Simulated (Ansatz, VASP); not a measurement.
## Be: VASP beside Ansatz

INCAR

```
SYSTEM = Be
PREC     = Accurate       ! precision mode
ENCUT    = 520            ! plane-wave cutoff, eV
EDIFF    = 1E-6           ! SCF threshold, eV
ISMEAR   = 0              ! smearing method
SIGMA    = 0.15           ! smearing width, eV
LREAL    = .FALSE.        ! projectors in reciprocal space
LASPH    = .TRUE.         ! aspherical terms in the spheres
NELM     = 80             ! most SCF steps
ALGO     = Normal         ! electronic algorithm
ISIF     = 2              ! what is computed and relaxed
LWAVE    = .FALSE.        ! write WAVECAR
LCHARG   = .FALSE.        ! write CHGCAR
GGA      = PE             ! functional
NBANDS   = 9              ! bands
```

File KPOINTS:

```
regular mesh
0
G
  24 24 14
  0 0 0
```

The input POSCAR:

```
Be
1.0
    2.2420144353      0.0000000000      0.0000000000
   -1.1210072177      1.9416414566      0.0000000000
    0.0000000000      0.0000000000      3.7809450000
Be
2
Direct
    0.3333333333      0.6666666667      0.2500000000
    0.6666666667      0.3333333333      0.7500000000
```

Input for Ansatz:

```yaml
crystal:
  lattice:
    - [2.2420144353, 0.0, 0.0]
    - [-1.1210072177, 1.9416414566, 0.0]
    - [0.0, 0.0, 3.780945]
  atoms:
    - { symbol: Be, position: [0.3333333333, 0.6666666667, 0.25] }
    - { symbol: Be, position: [0.6666666667, 0.3333333333, 0.75] }
basis:
  ecutwfc: 420
kpoints:
  mp_grid: { grid: [24, 24, 14] }
hamiltonian:
  xc: pbe
scf:
  occupations: { method: gaussian, width: 0.15 }
output:
  forces: true
  stress: true
  eigenvalues: true
```

Change from the starting cell: strain -0.025 along x and y, +0.050 along z, atoms carried along.

Alike in both runs: task single point; functional PBE; k mesh 24 × 24 × 14; occupations gaussian, width 0.15 eV; no spin polarisation.

```csv
,VASP,Ansatz
version,VASP 6.6.1,Ansatz 0.2.0
potentials or method,"VASP PAW PBE potentials, release 64 (Be)","scalar-relativistic, plane waves, PAW"
plane-wave cutoff (eV),520,420
valence electrons in the cell,4,4
```

```csv
,VASP,Ansatz,Ansatz less VASP
gap on the k mesh at the Fermi level (eV),none,none,-
pressure (GPa),-4.2,-4.3,-0.13
largest component of the traceless stress (GPa),12.55,12.53,-0.015
```

A gap of «none» marks a metal or a gap that the smearing closes.
